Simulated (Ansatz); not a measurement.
**Tetragonal AgI monolayer in a perpendicular field**

Wanted: the out-of-plane response of the tetragonal AgI monolayer. A positive field points along +c.

Program: Ansatz 0.2.0. Level of theory: plane-wave DFT, PBE-D3(BJ), Ansatz PAW (set soft_1); PAW set soft_1. Results are calculated unless marked as measured.

## 1. Set-up

The cell holds 4 atoms: 2 I and 2 Ag. Cell: a = 4.600 Å, b = 4.600 Å, c = 37.555 Å, α = 90.0°, β = 90.0°, γ = 90.0°. Vacuum lies along c.

## 2. Relaxing the slab

The starting cell is a guess, so the in-plane lattice and the atoms are relaxed first, with the slab cut off from its images along the normal.

Input file input.yaml:

```yaml
crystal:
  lattice:
    - [4.6, 0.0, 0.0]
    - [0.0, 4.6, 0.0]
    - [0.0, 0.0, 37.5547234889]
  atoms:
    - { symbol: I, position: [0.5, 0.0, 0.4566669225] }
    - { symbol: Ag, position: [0.0, 0.0, 0.5] }
    - { symbol: Ag, position: [0.5, 0.5, 0.5] }
    - { symbol: I, position: [0.0, 0.5, 0.5433330775] }
  periodic: [true, true, false]
kpoints:
  mp_grid: { grid: [8, 8, 1] }
hamiltonian:
  xc: pbe
  dispersion: d3bj
  pseudopotentials: { kind: paw, azcp: { folder: soft_1 } }
scf:
  occupations: { method: fermi_dirac, width: 0.05 }
  convergence: { dr2_threshold: 1.0e-09 }
relax:
  f_tol: 0.004
  max_steps: 90
  cell: {}
output:
  write_potential: true
  write_density: true
  volumetric_format: npy
```

Run with:

```sh
$ ansatz run input.yaml --threads 2 --pin off --max-ram 3072MiB --backend cpu --events-out ev --progress --plain --runs-dir out
```

Numbers of over 12 decimals in the logs are rounded to 6 here.

Log:

```text
Warning: relax.cell: scf.convergence.dr2_threshold = 1e-9 eV is looser than the 2.27676730947e-10 eV advised for a relaxation that steers and ends on the stress (1e-10 eV for each atom of the cell: 4, times the square of relax.cell.stress_2d_tol = 0.05 N/m over 13.3 Å (the atoms' height at the walk's start and 5 Å past either face), 3.772e-2 GPa, over a crystal's default 0.05). What an SCF threshold leaves in a stress goes as its square root, and in the free energy as the threshold itself, and one threshold admits the most on a small cell: [figures from the program's tests cut] Set scf.convergence.dr2_threshold to 2.27676730947e-10 eV or tighter. [rest of the remark cut]
Engine: ansatz 0.2.0, aarch64-unknown-linux-gnu
Pseudopotentials: kind: paw
Pseudopotential: I, paw, valence charge 17, recommended cutoff 420 eV (normal), soft_1/I.paw.azcp
Pseudopotential: Ag, paw, valence charge 19, recommended cutoff 420 eV (normal), soft_1/Ag.paw.azcp
Functional definition: PBE
  parameter kappa = 0.804
  parameter beta = 0.066725
  exchange = pbe_x(kappa = kappa, mu = beta*pi^2/3)
  correlation = pbe_c(beta = beta)
Crystal: 4 atoms, lattice volume = 794.658 Å³
Basis set: ecut = 420 eV, 15541 PW (Γ), exchange–correlation on 64×64×512 points (8 copies of the dense FFT grid, shifted against one another)
Bands: 44, of which v1, the nominal top of the filled ones, is band 36 counted from 1 (35 counted from 0)
Symmetry: 16 space group operations
Space group: P4/nmm (ITA 129), of the structure as read, at distance tolerance 9.3e-5 Å
k-points: 15 of 64
Non-local potential: I, projectors of the file, l = 0: 2, l = 1: 2, l = 2: 2, l = 3: 1
Non-local potential: Ag, projectors of the file, l = 0: 3, l = 1: 2, l = 2: 2, l = 3: 1
PAW form: soft (Blöchl's): semilocal exchange-correlation on the pseudo side does not see the compensation charge
PAW one-centre angular grid: I, 590 points (default); XC on 64 Gauss nodes
PAW one-centre angular grid: Ag, 590 points (default); XC on 64 Gauss nodes
Initial density: superposition of atomic densities (neutral atoms: chi_scale 0, normalization atom)
Initial wavefunctions: pseudopotential atomic-orbital guess
Functional: x = pbe(κ = 0.804, μ = 0.219515), c = pbe(β = 0.066725)
iter 1 solved again at ethr=1.26e-3 eV; its pass at ethr=3.10e-3 eV (dr2=9.04e-1 eV) is discarded
SCF iter   1: F=—  HF=-30209.295355 eV  |F-HF|=—  |Δ(HF+E_count)|=         —  Δρ=8.81e-3  dr2=9.11e-1  ethr=1.26e-3  ⟨swp⟩=1.9  Hψ=5446  notcnv=0
preconditioner: auto → Resta (q_TF=auto, 1.828 Å⁻¹)  ε∞=1.8  [insulator: Δε(μ)=2.154 eV  Ē_g=9.083 eV  σ=0.050 eV  W_gap=1.00  n_scr=80 (ndim 8)  ℏωp=7.9 eV  f_vac=0.821  D(μ)=0.00/eV (n_scr^D=0)  ε∞_Penn≈1.8  vacuum switching on, ρ_ref=6.0e-3 e/Å³]
SCF iter   2: F=—  HF=-30209.105923 eV  |F-HF|=—  |Δ(HF+E_count)|=   1.89e-1  Δρ=4.40e-3  dr2=1.32e-1  ethr=1.26e-3  ⟨swp⟩=4.1  Hψ=1328  notcnv=0  defer=1
SCF iter   3: F=—  HF=-30209.075223 eV  |F-HF|=—  |Δ(HF+E_count)|=   3.07e-2  Δρ=1.62e-3  dr2=1.60e-2  ethr=1.84e-4  ⟨swp⟩=3.5  Hψ=1320  notcnv=0  defer=48
SCF iter   4: F=—  HF=-30209.074793 eV  |F-HF|=—  |Δ(HF+E_count)|=   4.30e-4  Δρ=3.99e-4  dr2=1.11e-3  ethr=2.22e-5  ⟨swp⟩=2.9  Hψ=1314  notcnv=0  defer=48
SCF iter   5: F=—  HF=-30209.074845 eV  |F-HF|=—  |Δ(HF+E_count)|=   5.16e-5  Δρ=9.18e-5  dr2=4.63e-5  ethr=1.54e-6  ⟨swp⟩=3.1  Hψ=1027  notcnv=0  defer=48
SCF iter   6: F=—  HF=-30209.074911 eV  |F-HF|=—  |Δ(HF+E_count)|=   6.59e-5  Δρ=2.36e-5  dr2=1.10e-5  ethr=6.43e-8  ⟨swp⟩=2.9  Hψ=1276  notcnv=0  defer=48
SCF iter   7: F=—  HF=-30209.074902 eV  |F-HF|=—  |Δ(HF+E_count)|=   8.63e-6  Δρ=6.58e-6  dr2=4.54e-7  ethr=1.53e-8  ⟨swp⟩=3.9  Hψ=1290  notcnv=0  defer=48
SCF iter   8: F=—  HF=-30209.074905 eV  |F-HF|=—  |Δ(HF+E_count)|=   3.07e-6  Δρ=2.91e-6  dr2=1.05e-7  ethr=6.30e-10  ⟨swp⟩=3.0  Hψ=1300  notcnv=0  defer=50
SCF iter   9: F=-30209.074905 eV  HF=-30209.074905 eV  |F-HF|=7.17e-10  |Δ(HF+E_count)|=   5.62e-9  Δρ=3.10e-7  dr2=8.03e-10  ethr=1.39e-12  ⟨swp⟩=10.9  Hψ=5743  notcnv=0
SCF 1 converged in 9 iterations: F = -30209.074905 eV  dr2 = 8.03e-10
  greatest PAW one-centre occupation: 1.001 electrons in one spin orbital (limit 2), on the Ag atom at site 2 (counted from 0), in its partial waves of l = 0
relax step   1: F+E_penalty+E_count = -30209.07490496 eV  Δ(F+E_penalty+E_count) = +0.000e0 eV  max|allowed force component| = 8.302e-1 eV/Å  Δτ_max = 0.0000 Å  P = +0.989 N/m  Ω = 794.658 Å³  fix = [c, alpha, beta]  reactions: c +0.000 N/m  (9 SCF iters, accepted)
Crystal: 4 atoms, lattice volume = 793.877 Å³
Initial density: handed on by an earlier stage of this run
Initial wavefunctions: those handed on with the density
iter 1 solved again at ethr=5.42e-5 eV; its pass at ethr=3.10e-3 eV (dr2=3.91e-2 eV) is discarded
SCF iter   1: F=—  HF=-30209.187593 eV  |F-HF|=—  |Δ(HF+E_count)|=         —  Δρ=2.14e-3  dr2=2.19e-2  ethr=5.42e-5  ⟨swp⟩=3.4  Hψ=4147  notcnv=0
preconditioner: auto → Resta (q_TF=auto, 1.829 Å⁻¹)  ε∞=1.8  [insulator: Δε(μ)=2.240 eV  Ē_g=9.016 eV  σ=0.050 eV  W_gap=1.00  n_scr=80 (ndim 8)  ℏωp=7.9 eV  f_vac=0.815  D(μ)=0.00/eV (n_scr^D=0)  ε∞_Penn≈1.8  vacuum switching on, ρ_ref=5.9e-3 e/Å³]
SCF iter   2: F=—  HF=-30209.185399 eV  |F-HF|=—  |Δ(HF+E_count)|=   2.19e-3  Δρ=1.04e-3  dr2=3.72e-3  ethr=3.04e-5  ⟨swp⟩=2.6  Hψ=993  notcnv=0
SCF iter   3: F=—  HF=-30209.185945 eV  |F-HF|=—  |Δ(HF+E_count)|=   5.46e-4  Δρ=3.05e-4  dr2=6.44e-4  ethr=5.17e-6  ⟨swp⟩=3.1  Hψ=1205  notcnv=0
SCF iter   4: F=—  HF=-30209.185969 eV  |F-HF|=—  |Δ(HF+E_count)|=   2.36e-5  Δρ=6.10e-5  dr2=1.81e-5  ethr=8.94e-7  ⟨swp⟩=2.9  Hψ=1184  notcnv=0
SCF iter   5: F=—  HF=-30209.186027 eV  |F-HF|=—  |Δ(HF+E_count)|=   5.83e-5  Δρ=9.91e-6  dr2=6.74e-7  ethr=2.51e-8  ⟨swp⟩=3.1  Hψ=1341  notcnv=0
SCF iter   6: F=—  HF=-30209.186017 eV  |F-HF|=—  |Δ(HF+E_count)|=   9.80e-6  Δρ=6.68e-6  dr2=4.86e-7  ethr=9.36e-10  ⟨swp⟩=3.1  Hψ=1449  notcnv=0
SCF iter   7: F=—  HF=-30209.186017 eV  |F-HF|=—  |Δ(HF+E_count)|=   8.62e-8  Δρ=9.06e-7  dr2=7.45e-9  ethr=6.75e-10  ⟨swp⟩=3.1  Hψ=1122  notcnv=0
SCF iter   8: F=—  HF=-30209.186017 eV  |F-HF|=—  |Δ(HF+E_count)|=   1.83e-8  Δρ=3.69e-7  dr2=1.34e-9  ethr=1.39e-12  ⟨swp⟩=12.5  Hψ=5058  notcnv=0
SCF iter   9: F=-30209.186017 eV  HF=-30209.186017 eV  |F-HF|=1.60e-10  |Δ(HF+E_count)|=   4.61e-9  Δρ=7.46e-8  dr2=5.40e-11  ethr=1.39e-12  ⟨swp⟩=9.4  Hψ=3868  notcnv=0
SCF 2 converged in 9 iterations: F = -30209.186017 eV  dr2 = 5.40e-11
[...]
SCF iter   8: F=-30209.216091 eV  HF=-30209.216091 eV  |F-HF|=1.89e-10  |Δ(HF+E_count)|=   2.12e-9  Δρ=8.33e-8  dr2=4.75e-11  ethr=1.39e-12  ⟨swp⟩=11.1  Hψ=4470  notcnv=0
SCF 3 converged in 8 iterations: F = -30209.216091 eV  dr2 = 4.75e-11
relax step   3: F+E_penalty+E_count = -30209.21609098 eV  Δ(F+E_penalty+E_count) = -3.007e-2 eV  max|allowed force component| = 3.802e-2 eV/Å  Δτ_max = 0.0129 Å  P = -0.819 N/m  Ω = 778.771 Å³  energy of the carried Pulay correction = +6.450e-4 eV  fix = [c, alpha, beta]  reactions: c +0.000 N/m  (8 SCF iters, accepted)
[...]
relax step   4: F+E_penalty+E_count = -30209.25576464 eV  Δ(F+E_penalty+E_count) = -3.967e-2 eV  max|allowed force component| = 1.820e-1 eV/Å  Δτ_max = 0.0349 Å  P = -0.011 N/m  Ω = 733.678 Å³  energy of the carried Pulay correction = +2.602e-3 eV  fix = [c, alpha, beta]  reactions: c +0.000 N/m  (8 SCF iters, accepted)
[...]
relax step   5: F+E_penalty+E_count = -30209.27198786 eV  Δ(F+E_penalty+E_count) = -1.622e-2 eV  max|allowed force component| = 3.482e-2 eV/Å  Δτ_max = 0.0640 Å  P = -0.044 N/m  Ω = 711.160 Å³  energy of the carried Pulay correction = +3.655e-3 eV  fix = [c, alpha, beta]  reactions: c +0.000 N/m  (8 SCF iters, accepted)
[...]
relax step   6: F+E_penalty+E_count = -30209.27307175 eV  Δ(F+E_penalty+E_count) = -1.084e-3 eV  max|allowed force component| = 1.003e-2 eV/Å  Δτ_max = 0.0125 Å  P = -0.027 N/m  Ω = 706.305 Å³  energy of the carried Pulay correction = +3.890e-3 eV  fix = [c, alpha, beta]  reactions: c +0.000 N/m  (7 SCF iters, accepted)
[...]
relax step   7: F+E_penalty+E_count = -30209.27338064 eV  Δ(F+E_penalty+E_count) = -3.089e-4 eV  max|allowed force component| = 6.308e-4 eV/Å  Δτ_max = 0.0074 Å  P = +0.004 N/m  Ω = 702.894 Å³  energy of the carried Pulay correction = +4.056e-3 eV  fix = [c, alpha, beta]  reactions: c +0.000 N/m  (7 SCF iters, accepted)
Basis set: ecut = 420 eV, 13749 PW (Γ), exchange–correlation on 60×60×512 points (8 copies of the dense FFT grid, shifted against one another)
Initial wavefunctions: pseudopotential atomic-orbital guess (no wavefunctions were taken with the density)
iter 1 solved again at ethr=1.55e-6 eV; its pass at ethr=3.10e-3 eV (dr2=1.12e-3 eV) is discarded
SCF iter   1: F=—  HF=-30209.270164 eV  |F-HF|=—  |Δ(HF+E_count)|=         —  Δρ=9.53e-5  dr2=1.04e-5  ethr=1.55e-6  ⟨swp⟩=5.1  Hψ=6944  notcnv=0
preconditioner: auto → Resta (q_TF=auto, 1.866 Å⁻¹)  ε∞=1.8  [insulator: Δε(μ)=2.066 eV  Ē_g=9.274 eV  σ=0.050 eV  W_gap=1.00  n_scr=82 (ndim 8)  ℏωp=8.4 eV  f_vac=0.807  D(μ)=0.00/eV (n_scr^D=0)  ε∞_Penn≈1.8  vacuum switching on, ρ_ref=6.2e-3 e/Å³]
SCF iter   2: F=—  HF=-30209.270202 eV  |F-HF|=—  |Δ(HF+E_count)|=   3.74e-5  Δρ=4.56e-5  dr2=3.72e-6  ethr=1.44e-8  ⟨swp⟩=3.6  Hψ=1515  notcnv=0
SCF iter   3: F=—  HF=-30209.270070 eV  |F-HF|=—  |Δ(HF+E_count)|=   1.32e-4  Δρ=1.89e-5  dr2=5.80e-7  ethr=5.17e-9  ⟨swp⟩=3.0  Hψ=1124  notcnv=0
SCF iter   4: F=—  HF=-30209.270071 eV  |F-HF|=—  |Δ(HF+E_count)|=   7.70e-7  Δρ=3.57e-6  dr2=1.50e-7  ethr=8.05e-10  ⟨swp⟩=3.3  Hψ=1435  notcnv=0
SCF iter   5: F=—  HF=-30209.270071 eV  |F-HF|=—  |Δ(HF+E_count)|=   1.04e-9  Δρ=1.09e-6  dr2=1.63e-9  ethr=2.08e-10  ⟨swp⟩=3.1  Hψ=1210  notcnv=0
SCF iter   6: F=-30209.270071 eV  HF=-30209.270071 eV  |F-HF|=4.58e-10  |Δ(HF+E_count)|=   5.08e-9  Δρ=1.22e-7  dr2=8.09e-11  ethr=1.39e-12  ⟨swp⟩=32.0  Hψ=5970  notcnv=0
the search or the solves at the SCF's close seem to have found levels that the self-consistency loop had missed (the run counts 1). By its estimate they hold under 1e-12 electrons; where the run keeps them, the occupations were computed again with them
SCF 8 converged in 6 iterations: F = -30209.270071 eV  dr2 = 8.09e-11
relax step   8: F+E_penalty+E_count = -30209.27007063 eV  Δ(F+E_penalty+E_count) = +3.310e-3 eV  max|allowed force component| = 1.499e-3 eV/Å  Δτ_max = 0.0000 Å  P = -0.007 N/m  Ω = 702.894 Å³  fix = [c, alpha, beta]  reactions: c +0.000 N/m  stress off target by 7.01e-3 N/m on what of the cell is left free  SCF on the basis re-selected at this cell (its energy is not comparable with the rows above)  (6 SCF iters)
basis re-selected at this cell: Δ(F+E_penalty+E_count) = +3.310e-3 eV, ΔP = -0.011 N/m vs the last step (what re-selecting the basis moved, of the pressure what is left beyond the Pulay correction that the steps carried, after the strain that the cell walked since its last selection, with what the two solves' SCF thresholds leave and, on support functions, any second-order correction that the steps lacked; it is no measure of the basis error at this ecutwfc). The dense FFT grid was sized anew with the basis: this SCF ran on 30×30×256 points, the steps before it on 32×32×256, so part of this shift can come from that change (see relax.cell in the input reference). [rest of the remark cut]
WARN: The output density's exchange-correlation potential varies sharply where the density is thin. Do not read a vacuum level from v_tot or v_xc, or from such a field of the output density. On a cell that repeats whose density bears no net charge and no dipole along the vacuum's axis use v_es (v_loc + v_h of the components); under efield.dipole_correction with no amplitude use v_es + v_field, which holds any externa [...]
SCF converged after 6 iterations
Free energy (F): -30209.270071 eV
Harris-Foulkes:  -30209.270071 eV  (|F-HF|=4.58e-10)
Internal energy: -30209.270071 eV  (E = F + TS)
E sigma→0 (E₀):  -30209.270071 eV
Fermi energy:    -4.541310 eV
--- Per-component energies (eV) ---
  E_band       = -2439.568171
  E_kinetic    = 1254.605194
  E_local      = -204969.987336  (includes V_loc(G=0)·N_el)
  E_nonlocal   = 295.421598
  E_hartree    = 101630.722460
  E_xc         = -531.960633
  E_vxc        = -621.932979  (∫ρ·V_xc dr)
  E_paw        = -17479.932729  (= ΣΔE_a)
  E_vpaw       = -1659.114103  (= ΣTr[D̂ρ^β])
  E_aug_tail   = -0.004221  (compensation charges beyond the density's cutoff)
  E_ewald      = 89592.928586
  E_disp       = -1.062989  (pairwise vdW)
  E_smearing   = -0.000000  (= −TS)
  E_closure    = -0.000000  (closes the sum)
  Σ components = -30209.270071   (vs F -30209.270071, Δ=0.00e0)
--- Forces (eV/Å), atoms counted from 1 ---
  atom   1  I      0.00000000     0.00000000    -0.00149905
  atom   2  Ag     0.00000000     0.00000000     0.00000000
  atom   3  Ag     0.00000000     0.00000000     0.00000000
  atom   4  I      0.00000000     0.00000000     0.00149905
  max |Σ_I F_I| component: 0.00e0 eV/Å
--- 2D stress c σ (N/m, compression-positive) ---
       -0.007006       0.000000       0.000000
        0.000000      -0.007006       0.000000
        0.000000       0.000000       0.000000
  P = ½ c Tr σ = -0.0070 N/m
--- Band table (eV; the first three rows and the last of 15) ---
  k-point 0: bands = [... 32 lower, -6.7984, -6.6982, -5.6240, -5.6240, -3.5587, -1.4274 (-1.4274°), -0.8414 (-0.8414°), -0.2479 (-0.2502°), ... 4 higher]
  k-point 1: bands = [... 32 lower, -6.6418, -6.6181, -5.8931, -5.6322, -3.3143, -1.3209 (-1.3209°), -0.9032 (-0.9032°), -0.2468 (-0.2475°), ... 4 higher]
  k-point 2: bands = [... 32 lower, -6.5253, -6.3662, -6.3144, -5.6651, -2.9048, -1.9578, -0.4759 (-0.4759°), 0.0761 (0.0756°), ... 4 higher]
  k-point 14: bands = [... 32 lower, -7.3429, -7.3429, -6.9647, -6.9647, -1.6668, -1.6668, -1.5831, -1.5831, ... 4 higher]
  ° read free of the cell's end (the report's vacuum.weakly_bound_levels)
--- Relaxed structure (7 steps of the walk, 7 accepted, 1 SCFs on fresh bases) ---
  F+E_penalty+E_count = -30209.27007063 eV   max|allowed force component| = 1.499e-3 eV/Å   (the final SCF, on the basis selected at the relaxed cell)
  cell:  # Å, volume = 702.8941 Å³
    - [4.326261, 0, 0.0]
    - [0, 4.326261, 0.0]
    - [0.0, 0.0, 37.5547234889]
  atoms:
    - { symbol: I, position: [0.5, 0, 0.448586] }
    - { symbol: Ag, position: [0, 0, 0.500000] }
    - { symbol: Ag, position: [0.5, 0.5, 0.500000] }
    - { symbol: I, position: [0, 0.5, 0.551414] }
```

Elapsed: 1.9 min, on 2 threads of Arm Neoverse V2, shared host; peak memory 1.1 GiB; 3.8 min of CPU time.

Relaxation path:

```
step  energy less that of the first step (eV)  largest force component (eV/Å)  volume (Å³)
   1                                   0.0000                          0.8302       794.66
   2                                  -0.1111                          0.2155       793.88
   3                                  -0.1412                          0.0380       778.77
   4                                  -0.1809                          0.1820       733.68
   5                                  -0.1971                          0.0348       711.16
   6                                  -0.1982                          0.0100       706.31
   7                                  -0.1985                          0.0006       702.89
  8*                                  -0.1952                          0.0015       702.89
```

Relaxation steps marked * repeat the geometry before them on a plane-wave basis chosen anew for their cell, so energy and pressure can jump there.

The run keeps the 16 symmetry operations that it works with, so distortions that break them were not tested.

```
cell as run  before  after  change
      a (Å)   4.600  4.326  -6.0 %
      b (Å)   4.600  4.326  -6.0 %
```

The atoms that moved most (Å, along periodic axes as changes of fractional coordinates times the final cell, across vacuum about the mean position):

```csv
atom,dx,dy,dz,length
I1,0.000,0.000,-0.303,0.303
I4,0.000,0.000,0.303,0.303
```

The relaxed structure:

```cif
data_structure
_symmetry_space_group_name_H-M 'P 1'
_symmetry_Int_Tables_number 1
_cell_length_a 4.3263
_cell_length_b 4.3263
_cell_length_c 37.5547
_cell_angle_alpha 90.000
_cell_angle_beta 90.000
_cell_angle_gamma 90.000
_cell_volume 702.89
loop_
_atom_site_label
_atom_site_type_symbol
_atom_site_fract_x
_atom_site_fract_y
_atom_site_fract_z
_atom_site_occupancy
I1 I 0.50000 0.00000 0.44859 1
Ag2 Ag 0.00000 0.00000 0.50000 1
Ag3 Ag 0.50000 0.50000 0.50000 1
I4 I 0.00000 0.50000 0.55141 1
```

Numbers from this step:

```yaml
gap_on_the_k_mesh: 2.065 eV
```

The lattice constant a goes from 4.600 to 4.326 Å.

(Part 1 of 2 ends here.)

[Logs are printed without paths, hosts, clocks, repeated set-up lines and the standing remarks that a program may print on its own settings, such as how far it seeks lower states.]

[Hosts, paths, dates, database ids (printed as entryN), source tags and the programs' standing remarks are cut or masked in the printed files.]

[Maps of the electrostatic potential energy from Ansatz leave out the sawtooth potential of an applied field or a dipole correction, so their vacuum need not be flat; planar profiles and work functions include it.]
